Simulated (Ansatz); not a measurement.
Relativistic treatment of TePb

```
Te Pb
1.0
     0.00000    3.22700    3.22700
     3.22700    0.00000    3.22700
     3.22700    3.22700    0.00000
Te Pb
1 1
Direct
  0.50000 0.50000 0.50000
  0.00000 0.00000 0.00000
```

Atom numbers follow the list: Te1, Pb2.

The cell is COD entry 9008696, as deposited and not checked against the literature; nothing was relaxed.

One fixed cell is solved with PBE by frozen-core PAW in Ansatz 0.2.0 under different relativistic treatments. Pressure is positive in compression.

Settings: a Γ-centred 10×10×10 k mesh, Fermi–Dirac smearing of 0.03 eV, cutoff 420 eV, no spin polarisation.

Gaps under 0.4 eV may close at points that the mesh misses.

| setting | P (GPa) | gap over the k mesh and a high-symmetry path (eV) | lowest level at Γ above −25 eV, from the valence-band top or, without a gap, the Fermi level (eV) |
| --- | --- | --- | --- |
| scalar-relativistic | 2.31 | ? | ? |
| with spin–orbit coupling | 2.08 | 0.10 | -18.06 |

Q: Give the missing entry: row "scalar-relativistic", column "gap over the k mesh and a high-symmetry path (eV)".

A: 0.72.

Q: Fill in "lowest level at Γ above −25 eV, from the valence-band top or, without a gap, the Fermi level (eV)" for the row "scalar-relativistic".

A: -16.74.
